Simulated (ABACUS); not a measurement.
Write an ASE script for ABACUS 3.10.1 that does the following.

| Item | Value |
| --- | --- |
| Task | relaxation of cell and atoms |
| Functional | WC |
| Potentials or basis | GBRV ultrasoft 1.5 PBEsol |
| Cutoff | 544 eV |
| Density cutoff | 4354 eV |
| Basis | plane waves |
| k mesh | 6 × 6 × 6 |
| Occupations | fermi-dirac, width 0.05 eV |
| Spin | no spin polarisation |
| Optimiser | ASE FIRE |
| Force threshold | 0.03 eV/Å |
| Max steps | 60 |
| Cell moves | yes |
| Radial cutoff of the potentials (pseudo_rcut) | 10 bohr |
| SCF threshold on the density | 1e-08 |
| Max SCF steps | 100 |
| Eigensolver | dav |
| Mixing | broyden |
| Mixing share | 0.7 |
| Symmetry key | 1 |
| Bands | 14 |

The structure of PbS (Galena) lies in PbS.cif:

```cif
data_PbS
_cell_length_a 4.19420387
_cell_length_b 4.19420387
_cell_length_c 4.19420387
_cell_angle_alpha 60.00000000
_cell_angle_beta 60.00000000
_cell_angle_gamma 60.00000000
_space_group_name_H-M_alt 'P1'
_space_group_name_Hall 'P 1'
_space_group_IT_number 1
loop_
_space_group_symop_operation_xyz
'x,y,z'
loop_
_atom_site_label
_atom_site_type_symbol
_atom_site_symmetry_multiplicity
_atom_site_Wyckoff_symbol
_atom_site_fract_x
_atom_site_fract_y
_atom_site_fract_z
_atom_site_occupancy
Pb1 Pb 1 a 0.0000000000 0.0000000000 0.0000000000 1
S1 S 1 a 0.5000000000 0.5000000000 0.5000000000 1
```

These files were run (other wordings do the same):

run_abacus.py

```python
"""Relaxation by an ASE optimiser with ABACUS as a small file-based calculator."""
import re
import subprocess
import numpy as np
from ase.calculators.calculator import Calculator, all_changes
from ase.filters import FrechetCellFilter
from ase.io import read
from ase.optimize import FIRE
from ase.stress import full_3x3_to_voigt_6_stress
from ase.units import Bohr, GPa

atoms = read("PbS.cif")
atoms = atoms[(-atoms.numbers).argsort(kind="stable")]  # ABACUS lists atoms element by element
pseudo = {'Pb': 'pb_pbesol_v1.uspp.F.UPF', 'S': 's_pbesol_v1.4.uspp.F.UPF'}
orbital = {}
magmoms = None
kmesh = [6, 6, 6]
params = {
    'suffix': 'PbS',
    'calculation': 'scf',
    'basis_type': 'pw',
    'pseudo_dir': './',
    'symmetry': 1,
    'dft_functional': 'wc',
    'ecutwfc': 40,
    'pseudo_rcut': 10,
    'nspin': 1,
    'nbands': 14,
    'ks_solver': 'dav',
    'smearing_method': 'fd',
    'smearing_sigma': 0.00367493,
    'scf_thr': 1e-08,
    'scf_nmax': 100,
    'mixing_type': 'broyden',
    'mixing_beta': 0.7,
    'cal_force': 1,
    'cal_stress': 1,
    'ecutrho': 320,
    'kpar': 4,
}

def write_input(atoms):
    symbols = atoms.get_chemical_symbols()
    elements = list(dict.fromkeys(symbols))
    lines = ["ATOMIC_SPECIES"] + [f"{e} {atoms.get_masses()[symbols.index(e)]:.4f} {pseudo[e]}" for e in elements]
    if orbital:
        lines += ["", "NUMERICAL_ORBITAL"] + [orbital[e] for e in elements]
    lines += ["", "LATTICE_CONSTANT", f"{1 / Bohr:.10f}", "", "LATTICE_VECTORS"]
    lines += [" ".join(f"{x:.10f}" for x in v) for v in atoms.cell]
    lines += ["", "ATOMIC_POSITIONS", "Direct"]
    for e in elements:
        lines += ["", e, "0.0", str(symbols.count(e))]
        for i, p in enumerate(atoms.get_scaled_positions(wrap=False)):
            if symbols[i] == e:
                mag = "" if magmoms is None else " mag " + " ".join(str(x) for x in (magmoms[i] if isinstance(magmoms[i], list) else [magmoms[i]]))
                lines.append(" ".join(f"{x:.10f}" for x in p) + " 1 1 1" + mag)
    open("STRU", "w").write("\n".join(lines) + "\n")
    open("KPT", "w").write("K_POINTS\n0\nGamma\n%d %d %d 0 0 0\n" % tuple(kmesh))
    open("INPUT", "w").write("INPUT_PARAMETERS\n" + "".join(f"{k:<20s}{v}\n" for k, v in params.items()))

class Abacus(Calculator):
    implemented_properties = ["energy", "free_energy", "forces", "stress"]

    def calculate(self, atoms=None, properties=("energy",), system_changes=all_changes):
        super().calculate(atoms, properties, system_changes)
        write_input(self.atoms)
        subprocess.run(['mpirun', '-np', '4', 'abacus'], check=True)
        log = open("OUT.PbS/running_scf.log").read()
        if "charge density convergence is achieved" not in log:
            raise RuntimeError("SCF not converged")
        rows = lambda title, n: np.array([l.split()[-3:] for l in log.split(title)[-1].split("\n")[2:2 + n]], float)
        energy = float(re.findall(r"FINAL_ETOT_IS (\S+)", log)[-1])
        stress = -rows("TOTAL-STRESS", 3) / 10 * GPa  # ABACUS prints kbar, compression positive
        self.results = dict(energy=energy, free_energy=energy, forces=rows("TOTAL-FORCE", len(self.atoms)), stress=full_3x3_to_voigt_6_stress(stress))

atoms.calc = Abacus()
opt = FIRE(FrechetCellFilter(atoms), logfile="opt.log", trajectory="relax.traj")
print("optimiser converged:", opt.run(fmax=0.03, steps=60))
```

Potentials or basis: GBRV ultrasoft 1.5 PBEsol, plane waves.

The run is started by

```bash
$ OMP_NUM_THREADS=1 python run_abacus.py > log
```

Results of the run:

| Quantity | Value |
| --- | --- |
| Relaxed volume | 25.57 Å³/atom |
| Relaxed cell | a = 4.166 Å, b = 4.166 Å, c = 4.166 Å, α = 60.00°, β = 60.00°, γ = 60.00° |
| Space group after relaxing (to 0.05 Å) | Fm-3m (No. 225) |
| Energy gained by relaxing | 1.3 meV/atom |
| Ionic steps | 5 |
| Pressure after relaxing | 0.1 GPa |
| Band gap on the k mesh | 0.18 eV, direct |

Caveat: the potentials were made for another functional, which shifts forces and pressure; spin-orbit coupling is left out, which as a rule narrows the gap of such compounds by several tenths of an eV.

Wall time 99 s on 4 MPI ranks on Intel(R) Xeon(R) Platinum 8488C (Sapphire Rapids) (shared host), peak memory 0.72 GiB a rank.
